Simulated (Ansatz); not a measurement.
The system is MnO2.

```
Mn O
1.0
     2.85496    0.00000    0.00000
    -1.42748    2.47246    0.00000
     0.00000    0.00000   10.22174
Mn O
2 4
Cartesian
  0.0000 0.0000 5.1109
  0.0000 0.0000 0.0000
  1.4275 0.8242 4.1588
  1.4275 0.8242 0.9521
  0.0000 1.6483 6.0630
  0.0000 1.6483 9.2697
```

Measurements of this composition are mostly on another form, of space group No. 136.

Base run:

```yaml
Program: Ansatz 0.2.0
Functional: PBE0
Potentials_or_basis: Ansatz PAW
Cutoff: 420 eV
Density_cutoff: 1680 eV
k_mesh: 8 × 8 × 2
Occupations: fermi-dirac, width 0.05 eV
Spin: collinear spin, ferromagnetic start
Starting_moments: "[4.0, 4.0, 0.0, 0.0, 0.0, 0.0] μB"
```

Its results: band gap on the k mesh 4.38 eV, indirect (least direct gap 4.43 eV); net moment 6.00 μB per cell; site moments Mn +2.69; O -0.03 μB; largest force 0.457 eV/Å.

Problem. The run is repeated on the same cell with these changes: functional from PBE0 to HSE06. What comes out?

Solution. Band gap on the k mesh 3.62 eV, indirect (least direct gap 3.67 eV); net moment 6.00 μB per cell; site moments Mn +2.69; O -0.03 μB; largest force 0.445 eV/Å.

Caveats: the magnetic or orbital state may not be the lowest; only a ferromagnetic start was run, and an antiferromagnetic order may lie lower in energy; the PAW data sets come from PBE, with cores solved anew for the run's functional, which leaves a small shift of forces and pressure.

Not every run made on this cell is shown here.
